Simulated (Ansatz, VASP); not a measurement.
# AlN: VASP beside Ansatz

Aim: how closely do two programs agree when they are given the same cell, functional and k mesh?

Method: plane waves, with VASP 6.6.1 beside it; band structure at PBE and single point at PBE, in Ansatz 0.2.0.

## 1. Starting point

Symmetry: F-43m, No. 216, cubic system. The conventional cell has a = 4.368 Å, b = 4.368 Å, c = 4.368 Å, α = 90.00°, β = 90.00°, γ = 90.00°. Al has 4 N at 1.89 Å nearest. Nearest to N lie 4 Al at 1.89 Å. Farther neighbours and most contacts between anions are not listed.

As a file:

```cif
data_structure
_symmetry_space_group_name_H-M 'F-43m'
_symmetry_Int_Tables_number 216
_cell_length_a 4.3680
_cell_length_b 4.3680
_cell_length_c 4.3680
_cell_angle_alpha 90.000
_cell_angle_beta 90.000
_cell_angle_gamma 90.000
_cell_volume 83.34
loop_
_atom_site_label
_atom_site_type_symbol
_atom_site_symmetry_multiplicity
_atom_site_Wyckoff_symbol
_atom_site_fract_x
_atom_site_fract_y
_atom_site_fract_z
_atom_site_occupancy
Al1 Al 4 a 0.00000 0.00000 0.00000 1
N1 N 4 c 0.25000 0.25000 0.25000 1
```

## 2. VASP: band structure, PBE

Levels along a path test the potential and the projectors away from the mesh points.

Lines of VASP's logs that name or quote its potential files are left out, and so is its time.

Contents of INCAR:

```
SYSTEM = AlN
PREC = Accurate
ENCUT = 450
EDIFF = 1E-08
NELM = 100
ISMEAR = 0
SIGMA = 0.01
LREAL = .FALSE.
ALGO = Normal
GGA = PE
NBANDS = 10
LORBIT = 11
LWAVE = .TRUE.
LCHARG = .FALSE.
KPAR = 8
```

Contents of POSCAR:

```
AlN
1.0
    0.0000000000      2.1839935596      2.1839935596
    2.1839935596      0.0000000000      2.1839935596
    2.1839935596      2.1839935596      0.0000000000
Al N
1 1
Direct
    0.0000000000      0.0000000000      0.0000000000
    0.7500000000      0.7500000000      0.7500000000
```

Contents of KPOINTS:

```
Automatic mesh
0
Gamma
4 4 4
0 0 0
```

Contents of KPOINTS_OPT:

```
Line mode
12
Line-mode
Reciprocal
  0.00000000   0.00000000   0.00000000 GAMMA
  0.50000000   0.00000000   0.50000000 X

  0.50000000   0.00000000   0.50000000 X
  0.50000000   0.25000000   0.75000000 W

  0.50000000   0.25000000   0.75000000 W
  0.37500000   0.37500000   0.75000000 K

  0.37500000   0.37500000   0.75000000 K
  0.00000000   0.00000000   0.00000000 GAMMA

  0.00000000   0.00000000   0.00000000 GAMMA
  0.50000000   0.50000000   0.50000000 L

  0.50000000   0.50000000   0.50000000 L
  0.62500000   0.25000000   0.62500000 U

  0.62500000   0.25000000   0.62500000 U
  0.50000000   0.25000000   0.75000000 W

  0.50000000   0.25000000   0.75000000 W
  0.50000000   0.50000000   0.50000000 L

  0.50000000   0.50000000   0.50000000 L
  0.37500000   0.37500000   0.75000000 K

  0.62500000   0.25000000   0.62500000 U
  0.50000000   0.00000000   0.50000000 X
```

PAW data sets: Al_GW and N_GW (PBE family, release 64).

Run with:

```
$ mpirun -np 8 vasp_std
```

Numbers of over 12 decimals in the logs are rounded to 6 here.

The program printed:

```text
[banner, memory and clock lines left out]
running    8 mpi-ranks, on    1 nodes
 distrk:  each k-point on    1 cores,    8 groups
 distr:  one band on    1 cores,    1 groups

 POSCAR found type information on POSCAR AlN
 POSCAR found :  2 types and       2 ions
|                                                                             |
|           W    W    AA    RRRRR   N    N  II  N    N   GGGG   !!!           |
|           W    W   A  A   R    R  NN   N  II  NN   N  G    G  !!!           |
|           W    W  A    A  R    R  N N  N  II  N N  N  G       !!!           |
|           W WW W  AAAAAA  RRRRR   N  N N  II  N  N N  G  GGG   !            |
|           WW  WW  A    A  R   R   N   NN  II  N   NN  G    G                |
|           W    W  A    A  R    R  N    N  II  N    N   GGGG   !!!           |
|                                                                             |
|     For optimal performance we recommend to set                             |
|       NCORE = 2 up to number-of-cores-per-socket                            |
|     NCORE specifies how many cores store one orbital (NPAR=cpu/NCORE).      |
|     This setting can greatly improve the performance of VASP for DFT.       |
|     The default, NCORE=1 might be grossly inefficient on modern             |
|     multi-core architectures or massively parallel machines. Do your        |
|     Unfortunately you need to use the default for GW and RPA                |
|     calculations (for HF NCORE is supported but not extensively tested      |
|     yet).                                                                   |
|                                                                             |

 LDA part: xc-table for (Slater+PW92), standard interpolation
 POSCAR, INCAR and KPOINTS ok, starting setup
 FFT: planning ... GRIDC
 FFT: planning ... GRID_SOFT
 FFT: planning ... GRID
 WAVECAR not read
 entering main loop
       N       E                     dE             d eps       ncg     rms          rms(c)
DAV:   1     0.122973354571E+02    0.12297E+02   -0.41417E+03   168   0.651E+02
DAV:   2    -0.164114071548E+02   -0.28709E+02   -0.26058E+02   216   0.162E+02
DAV:   3    -0.172107045297E+02   -0.79930E+00   -0.79748E+00   222   0.213E+01
DAV:   4    -0.172133811937E+02   -0.26767E-02   -0.26758E-02   206   0.118E+00
DAV:   5    -0.172133996599E+02   -0.18466E-04   -0.18466E-04   206   0.115E-01    0.857E+00
DAV:   6    -0.148511830546E+02    0.23622E+01   -0.12056E+01   220   0.250E+01    0.220E+00
DAV:   7    -0.148315762188E+02    0.19607E-01   -0.96182E-02   178   0.264E+00    0.142E+00
DAV:   8    -0.148253232563E+02    0.62530E-02   -0.27055E-02   170   0.282E+00    0.190E-01
DAV:   9    -0.148250584410E+02    0.26482E-03   -0.19882E-03   250   0.395E-01    0.620E-02
DAV:  10    -0.148251881475E+02   -0.12971E-03   -0.14268E-04   172   0.917E-02    0.153E-02
DAV:  11    -0.148251865307E+02    0.16168E-05   -0.76464E-06   220   0.297E-02    0.267E-03
DAV:  12    -0.148251867510E+02   -0.22027E-06   -0.30079E-07   182   0.466E-03    0.450E-04
DAV:  13    -0.148251867507E+02    0.32202E-09   -0.39249E-08   194   0.165E-03
   1 F= -.14825187E+02 E0= -.14825187E+02  d E =-.656147E-13
 Start KPOINTS_OPT (optional k-point list driver)
k-point batch [1-8\120]
       N       E                     dE             ncg
DAV:   1     0.375688419893E+03   -0.29065E+03      160
DAV:   2     0.533899398293E+02   -0.32230E+03      222
DAV:   3     0.439868164462E+02   -0.94031E+01      204
DAV:   4     0.439333108373E+02   -0.53506E-01      214
DAV:   5     0.439324935668E+02   -0.81727E-03      198
DAV:   6     0.439324686775E+02   -0.24889E-04      228
DAV:   7     0.439324683546E+02   -0.32287E-06      200
DAV:   8     0.439324683514E+02   -0.32300E-08      232
[...]
k-point batch [113-120\120]
       N       E                     dE             ncg
DAV:   1     0.196978231011E+03   -0.26236E+04      160
DAV:   2    -0.120191820926E+02   -0.20900E+03      216
DAV:   3    -0.176080149266E+02   -0.55888E+01      186
DAV:   4    -0.176402903601E+02   -0.32275E-01      220
DAV:   5    -0.176406688132E+02   -0.37845E-03      200
DAV:   6    -0.176406736420E+02   -0.48288E-05      232
DAV:   7    -0.176406736518E+02   -0.97208E-08      196
 writing wavefunctions
```

Parts of OUTCAR (step 2):

```text
ion  position               nearest neighbor table
   1  0.000  0.000  0.000-   2 1.89   2 1.89   2 1.89   2 1.89
   2  0.750  0.750  0.750-   1 1.89   1 1.89   1 1.89   1 1.89

  LATTYP: Found a face centered cubic cell.
 ALAT       =     4.3679871192

 Subroutine GETGRP returns: Found 24 space group operations
 (whereof 24 operations were pure point group operations)

The static configuration has the point symmetry T_d .

 Found      8 irreducible k-points:

   k-points           NKPTS =      8   k-points in BZ     NKDIM =      8   number of bands    NBANDS=     10

   dimension x,y,z NGX =    24 NGY =   24 NGZ =   24
   dimension x,y,z NGXF=    48 NGYF=   48 NGZF=   48

   ENCUT  =  450.0 eV  33.07 Ry    5.75 a.u.   5.34  5.34  5.34*2*pi/ulx,y,z

   NELECT =       8.0000    total number of electrons

 k-points in reciprocal lattice and weights: Automatic mesh
   0.00000000  0.00000000  0.00000000       0.016
   0.25000000  0.00000000  0.00000000       0.125
   0.50000000  0.00000000  0.00000000       0.062
   0.25000000  0.25000000  0.00000000       0.094
   0.50000000  0.25000000  0.00000000       0.375
  -0.25000000  0.25000000  0.00000000       0.188
   0.50000000  0.50000000  0.00000000       0.047
  -0.25000000  0.50000000  0.25000000       0.094

 average (electrostatic) potential at core
       1 -49.9887       2 -59.9679

 E-fermi :   5.0279

 k-point     1 :       0.0000    0.0000    0.0000
  band No.  band energies     occupation
      1     -10.0154      2.00000
      2       4.9809      2.00000
      3       4.9809      2.00000
      4       4.9809      2.00000
      5       9.1564      0.00000
      6      17.5052      0.00000
      7      17.5052      0.00000
      8      17.5052      0.00000
      9      22.6353      0.00000
    ...

 k-point     2 :       0.2500    0.0000    0.0000
  band No.  band energies     occupation
      1      -9.1639      2.00000
      2       1.7087      2.00000
      3       4.7232      2.00000
      4       4.7232      2.00000
      5      11.4195      0.00000
      6      15.9276      0.00000
      7      17.2748      0.00000
      8      17.2748      0.00000
      9      21.2217      0.00000
    ...

 k-point     3 :       0.5000    0.0000    0.0000
  band No.  band energies     occupation
      1      -7.9629      2.00000
      2      -0.8945      2.00000
      3       4.4962      2.00000
      4       4.4962      2.00000
      5      12.3355      0.00000
      6      14.8321      0.00000
      7      16.0961      0.00000
      8      16.0961      0.00000
      9      22.9394      0.00000
    ...

  Total        0.3180196      0.3180196      0.3180196      0.0000000     -0.0000000      0.0000000
  in kB       24.4557205     24.4557205     24.4557205      0.0000000     -0.0000000      0.0000000
  external PRESSURE =      24.4557205 kB  Pullay stress =       0.0000000 kB

  energy-cutoff  :      450.00
  volume of cell :       20.83
      direct lattice vectors                 reciprocal lattice vectors
     0.000000000  2.183993560  2.183993560    -0.228938404  0.228938404  0.228938404
     2.183993560  0.000000000  2.183993560     0.228938404 -0.228938404  0.228938404
     2.183993560  2.183993560  0.000000000     0.228938404  0.228938404 -0.228938404

 POSITION                                       TOTAL-FORCE (eV/Angst)
 -----------------------------------------------------------------------------------
      0.00000      0.00000      0.00000         0.000000      0.000000      0.000000
      3.27599      3.27599      3.27599        -0.000000     -0.000000     -0.000000
 -----------------------------------------------------------------------------------
    total drift:                                0.000000      0.000000      0.000000

  FREE ENERGIE OF THE ION-ELECTRON SYSTEM (eV)
  ---------------------------------------------------
  free  energy   TOTEN  =       -14.8251867507 eV

  energy  without entropy=      -14.8251867507  energy(sigma->0) =      -14.82518675

 total charge
# of ion       s       p       d       tot
------------------------------------------
    1        0.435   0.560   0.217   1.212
    2        1.190   2.577   0.000   3.766
--------------------------------------------------
tot          1.625   3.136   0.217   4.978

[... 3 further parts left out ...]
```

The run ends at a pressure of 2.45 GPa.

## 3. Ansatz: band structure, PBE

Ansatz runs on its default PAW (the set named soft_2) files.

The same cell, functional, mesh and smearing now go to Ansatz, which takes its cutoff from its data sets.

Contents of input.yaml:

```yaml
crystal:
  lattice:
    - [0.0, 2.1839935596, 2.1839935596]
    - [2.1839935596, 0.0, 2.1839935596]
    - [2.1839935596, 2.1839935596, 0.0]
  atoms:
    - { symbol: Al, position: [0.0, 0.0, 0.0] }
    - { symbol: "N", position: [0.75, 0.75, 0.75] }
hamiltonian:
  xc: pbe
  pseudopotentials: { kind: paw }
kpoints:
  mp_grid: { grid: [4, 4, 4] }
  band_path:
    path:
      - [0.0, 0.0, 0.0]
      - [0.18182, 0.0, 0.18182]
      - [0.36364, 0.0, 0.36364]
      - [0.5, 0.0, 0.5]
      - [0.5, 0.09091, 0.59091]
      - [0.5, 0.18182, 0.68182]
      - [0.5, 0.25, 0.75]
      - [0.45455, 0.29545, 0.75]
      - [0.40909, 0.34091, 0.75]
      - [0.375, 0.375, 0.75]
      - [0.20455, 0.20455, 0.40909]
      - [0.06818, 0.06818, 0.13636]
      - [0.03409, 0.03409, 0.06818]
      - [0.04545, 0.04545, 0.04545]
      - [0.22727, 0.22727, 0.22727]
      - [0.40909, 0.40909, 0.40909]
      - [0.51136, 0.47727, 0.51136]
      - [0.55682, 0.38636, 0.55682]
      - [0.60227, 0.29545, 0.60227]
      - [0.61364, 0.25, 0.63636]
      - [0.56818, 0.25, 0.68182]
      - [0.51136, 0.25, 0.73864]
      - [0.5, 0.29545, 0.70455]
      - [0.5, 0.38636, 0.61364]
      - [0.5, 0.47727, 0.52273]
      - [0.47727, 0.47727, 0.54545]
      - [0.43182, 0.43182, 0.63636]
      - [0.38636, 0.38636, 0.72727]
      - [0.60227, 0.20455, 0.60227]
      - [0.55682, 0.11364, 0.55682]
      - [0.5, 0.0, 0.5]
    npoints: 1
scf:
  occupations: { method: gaussian, width: 0.01 }
  n_extra_bands: 7
output:
  forces: true
  stress: true
  eigenvalues: true
  write_density: true
  write_potential: true
  elf: true
  volumetric_format: npy
```

Run with:

```
$ ansatz run input.yaml --threads 2 --pin off --max-ram 4608MiB --backend cpu --events-out ev --progress --plain --runs-dir out
```

The program printed:

```text
scf.n_extra_bands = 7 over 4 filled bands (N_el = 8.0): the run solves 11 bands
Engine: ansatz 0.2.0, x86_64-unknown-linux-gnu
Pseudopotentials: kind: paw
Pseudopotential: Al, paw, valence charge 3, recommended cutoff 420 eV (normal), Al.paw.azcp
Pseudopotential: N, paw, valence charge 5, recommended cutoff 420 eV (normal), N.paw.azcp
Functional definition: PBE
  parameter kappa = 0.804
  parameter beta = 0.066725
  exchange = pbe_x(kappa = kappa, mu = beta*pi^2/3)
  correlation = pbe_c(beta = beta)
Crystal: 2 atoms, lattice volume = 20.835 Å³
Basis set: ecut = 420 eV, 411 PW (Γ), exchange–correlation on 48×48×48 points (8 copies of the dense FFT grid, shifted against one another)
Bands: 11, of which v1, the nominal top of the filled ones, is band 4 counted from 1 (3 counted from 0)
Symmetry: 24 space group operations
Space group: F-43m (ITA 216), of the structure as read, at distance tolerance 2.8e-5 Å
k-points: 8 of 64 (time reversal used)
Non-local potential: Al, projectors of the file, l = 0: 2, l = 1: 2, l = 2: 1
Non-local potential: N, projectors of the file, l = 0: 2, l = 1: 2, l = 2: 1
PAW form: soft (Blöchl's): semilocal exchange-correlation on the pseudo side does not see the compensation charge
PAW one-centre angular grid: Al, 110 points (default); XC on 64 Gauss nodes
PAW one-centre angular grid: N, 110 points (default); XC on 64 Gauss nodes
Initial density: superposition of atomic densities (neutral atoms: chi_scale 0, normalization atom), corrected by the library's trained network
Initial wavefunctions: pseudopotential atomic-orbital guess
Functional: x = pbe(κ = 0.804, μ = 0.219515), c = pbe(β = 0.066725)
SCF iter   1: F=—  HF=-924.167258 eV  |F-HF|=—  |Δ(HF+E_count)|=         —  Δρ=2.05e-3  dr2=8.77e-4  ethr=1.77e-3  ⟨swp⟩=5.0  Hψ=554  notcnv=0
preconditioner: auto → none  [insulator: Δε(μ)=3.327 eV  Ē_g=19.164 eV  σ=0.010 eV  W_gap=1.00  n_scr=0 (ndim 8)  ℏωp=23.0 eV  f_vac=0.000  D(μ)=0.00/eV (n_scr^D=0)  ε∞_Penn≈2.4]
SCF iter   2: F=—  HF=-924.167125 eV  |F-HF|=—  |Δ(HF+E_count)|=   1.34e-4  Δρ=7.10e-4  dr2=1.06e-4  ethr=1.10e-5  ⟨swp⟩=2.2  Hψ=197  notcnv=0  defer=18
SCF iter   3: F=—  HF=-924.167137 eV  |F-HF|=—  |Δ(HF+E_count)|=   1.18e-5  Δρ=1.13e-4  dr2=1.22e-6  ethr=1.33e-6  ⟨swp⟩=2.5  Hψ=104  notcnv=0  defer=18
SCF iter   4: F=—  HF=-924.167183 eV  |F-HF|=—  |Δ(HF+E_count)|=   4.61e-5  Δρ=1.16e-5  dr2=1.22e-8  ethr=1.52e-8  ⟨swp⟩=2.8  Hψ=108  notcnv=0  defer=18
iter 5 did not close the SCF: its close was put off for the readings that it lacked (scf_convergence_deferred on its scf_iter line)
SCF iter   5: F=-924.167183 eV  HF=-924.167183 eV  |F-HF|=3.11e-10  |Δ(HF+E_count)|=   1.43e-8  Δρ=1.98e-6  dr2=4.08e-10  ethr=1.52e-10  ⟨swp⟩=2.6  Hψ=102  notcnv=0  defer=18
SCF iter   6: F=-924.167183 eV  HF=-924.167183 eV  |F-HF|=1.25e-12  |Δ(HF+E_count)|=  3.62e-10  Δρ=9.29e-8  dr2=4.80e-13  ethr=5.09e-12  ⟨swp⟩=6.4  Hψ=446  notcnv=0
SCF 1 converged in 6 iterations: F = -924.167183 eV  dr2 = 4.80e-13
  greatest PAW one-centre occupation: 0.787 electrons in one spin orbital (limit 2), on the N atom at site 1 (counted from 0), in its partial waves of l = 0
NSCF: frozen V_eff on 31 k-points
SCF converged after 6 iterations
Free energy (F): -924.167183 eV
Harris-Foulkes:  -924.167183 eV  (|F-HF|=1.25e-12)
Internal energy: -924.167183 eV  (E = F + TS)
E sigma→0 (E₀):  -924.167183 eV
Fermi energy:    8.651657 eV
--- Per-component energies (eV) ---
  E_band       = 15.624169
  E_kinetic    = 159.707049
  E_local      = -223.073848  (includes V_loc(G=0)·N_el)
  E_nonlocal   = 55.471353
  E_hartree    = 77.417982
  E_xc         = -101.864440
  E_vxc        = -107.995259  (∫ρ·V_xc dr)
  E_paw        = -595.221821  (= ΣΔE_a)
  E_vpaw       = -23.321184  (= ΣTr[D̂ρ^β])
  E_aug_tail   = 0.000098  (compensation charges beyond the density's cutoff)
  E_ewald      = -296.603555
  E_smearing   = -0.000000  (= −TS)
  E_closure    = 0.000000  (closes the sum)
  Σ components = -924.167183   (vs F -924.167183, Δ=0.00e0)
--- Forces (eV/Å), atoms counted from 1 ---
  atom   1  Al    -0.00000000     0.00000000    -0.00000000
  atom   2  N      0.00000000    -0.00000000     0.00000000
  max |Σ_I F_I| component: 1.76e-16 eV/Å
--- Stress (GPa, compression-positive) ---
        4.939545       0.000000      -0.000000
        0.000000       4.939545       0.000000
       -0.000000       0.000000       4.939545
  P = ⅓ Tr σ = 4.9395 GPa (49.395 kbar)
--- Band table (eV; the first three rows and the last of 8) ---
  k-point 0: bands = [-7.9734, 7.0017, 7.0017, 7.0017, 11.1759, 19.5569, 19.5569, 19.5569, ... 3 higher]
  k-point 1: bands = [-7.1226, 3.7377, 6.7471, 6.7471, 13.4440, 17.9663, 19.3074, 19.3074, ... 3 higher]
  k-point 2: bands = [-5.9240, 1.1429, 6.5228, 6.5228, 14.3655, 16.8536, 18.1229, 18.1229, ... 3 higher]
  k-point 7: bands = [-5.2323, 3.2187, 3.5628, 4.3061, 13.0296, 18.4044, 18.9579, 19.1677, ... 3 higher]
```

It took 0.48 s on 2 threads of AMD EPYC 7B13 (Zen 3), shared host; peak memory 0.32 GiB.

## 4. Side by side

Known differences besides the potentials themselves: the cutoff is 420 eV in Ansatz and 450 eV in VASP; VASP leaves aspherical gradient terms in its spheres out (LASPH is not set), Ansatz keeps them. Total energies have different zeros and are not compared.

Compared:

| quantity | Ansatz | VASP | difference |
| --- | --- | --- | --- |
| gap over the path points (eV) | 3.300 | 3.290 | +0.010 |

Levels at points of the path, from each program's valence-band top (eV; 3 filled, then empty):

| k (reciprocal lattice) | Ansatz | VASP |
| --- | --- | --- |
| 0.000 0.000 0.000 | 0.00 0.00 0.00 4.17 12.55 | 0.00 0.00 0.00 4.17 12.52 |
| 0.182 0.000 0.182 | -1.95 -0.60 -0.60 6.01 10.98 | -1.95 -0.60 -0.60 6.01 10.96 |
| 0.364 0.000 0.364 | -4.20 -1.51 -1.51 4.34 9.11 | -4.21 -1.52 -1.52 4.34 9.10 |
| 0.500 0.000 0.500 | -4.91 -1.77 -1.77 3.30 8.60 | -4.92 -1.78 -1.78 3.29 8.59 |
| 0.500 0.091 0.591 | -4.73 -2.12 -2.09 4.02 9.18 | -4.74 -2.14 -2.10 4.01 9.17 |
| 0.500 0.182 0.682 | -4.21 -2.92 -2.56 5.46 10.55 | -4.22 -2.94 -2.58 5.46 10.54 |
| 0.500 0.250 0.750 | -3.78 -3.44 -2.70 6.03 11.40 | -3.79 -3.45 -2.71 6.03 11.41 |
| 0.455 0.295 0.750 | -4.02 -3.46 -2.25 5.80 10.74 | -4.03 -3.48 -2.27 5.80 10.74 |
| 0.409 0.341 0.750 | -4.21 -3.60 -1.57 5.32 10.21 | -4.22 -3.61 -1.58 5.31 10.20 |
| 0.375 0.375 0.750 | -4.26 -3.63 -1.37 5.15 10.09 | -4.27 -3.65 -1.38 5.14 10.09 |

Among the levels compared at these points, filled levels agree within 17 meV and empty ones within 31 meV. Not compared: the pressure (VASP's GW data sets at this cutoff don't carry it).

## 5. What the set-up changes

Further runs change the set-up of one program: Ansatz's method, potentials or start, or VASP's data sets, cutoff or form of LDA. The table gives Ansatz less VASP for each quantity, since a change that brings one quantity closer may part another.

| run | gap over the path points (eV) |
| --- | --- |
| as above | 0.0097 |
| Ansatz's all-electron LAPW method | 0.0015 |
| Ansatz's larger PAW set (cutoff 1050 eV) | 0.0024 |
| norm-conserving potentials (cutoff 1240 eV) | -0.0042 |

(Continued in part 2 of 2.)

[Lines on the potential files, build, host, timing and source positions are cut from VASP's logs without a mark.]

[Logs are printed without paths, hosts, clocks, repeated set-up lines and the standing remarks that a program may print on its own settings, such as how far it seeks lower states.]

[Hosts, paths, dates, database ids (printed as entryN), source tags and the programs' standing remarks are cut or masked in the printed files.]
